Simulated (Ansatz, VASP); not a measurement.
# One calculation of TePb (scan), two programs

```xyz
2
Lattice="0.0000 3.2674 3.2674 3.2674 0.0000 3.2674 3.2674 3.2674 0.0000" Properties=species:S:1:pos:R:3 pbc="T T T"
Te    3.2674    3.2674    3.2674
Pb    0.0000    0.0000    0.0000
```

Alike in both runs: functional r2SCAN; k mesh 8 × 8 × 8; occupations gaussian, width 0.02 eV; no spin polarisation.

Ansatz relaxed the structure, and its values are those at the end. VASP's run is a single point on that final structure, the one shown.

```csv
,VASP,Ansatz
version,VASP 6.6.1,Ansatz 0.2.0
potentials or method,"VASP PAW PBE potentials, release 64 (Te, Pb_d)","scalar-relativistic, plane waves, PAW"
plane-wave cutoff (eV),520,500
valence electrons in the cell,20,30
```

|  | VASP | Ansatz | Ansatz less VASP |
| --- | --- | --- | --- |
| gap on the k mesh at the Fermi level (eV) | 1.09 | 1.09 | -0.004 |
| least direct gap on the mesh (eV) | 1.09 | 1.09 | -0.004 |
| pressure (GPa) | 0.0 | 0.0 | +0.01 |

The two sets of potentials don't hold the same shells in valence.

Caveats: the PAW data sets were made with another functional, which shifts forces and pressure a little (VASP); spin-orbit coupling is left out, which as a rule narrows the gap of such compounds by several tenths of an eV. A k mesh can miss the band edges.
